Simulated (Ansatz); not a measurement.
# Sn in Ansatz: the effect of functional

Crystal: Sn.

```
Sn
1.0
     0.00000    3.27589    3.27589
     3.27589    0.00000    3.27589
     3.27589    3.27589    0.00000
Sn
2
Direct
  0.75000 0.75000 0.75000
  0.50000 0.50000 0.50000
```

This isn't the form of Sn at room conditions, which is tetragonal (white tin).

The cell isn't the ideal one: volume scaled by 1.04.

Alike in all runs:

```yaml
Program: Ansatz 0.2.0
Task: single point
Potentials_or_basis: Ansatz PAW
k_mesh: 7 × 7 × 7
Occupations: fermi-dirac, width 0.05 eV
Spin: no spin polarisation
```

```csv
functional,cutoff,pressure (GPa)
LDA,420 eV (not typed: the program's choice for these potentials),?
r2SCAN,500 eV (not typed: the program's choice for these potentials),0.3
PBE,420 eV (not typed: the program's choice for these potentials),1.9
```

What does the run with functional LDA give?

Pressure -1.4 GPa.

Caveats: the PAW data sets come from PBE, with cores solved anew for the run's functional, which leaves a small shift of forces and pressure (some runs).
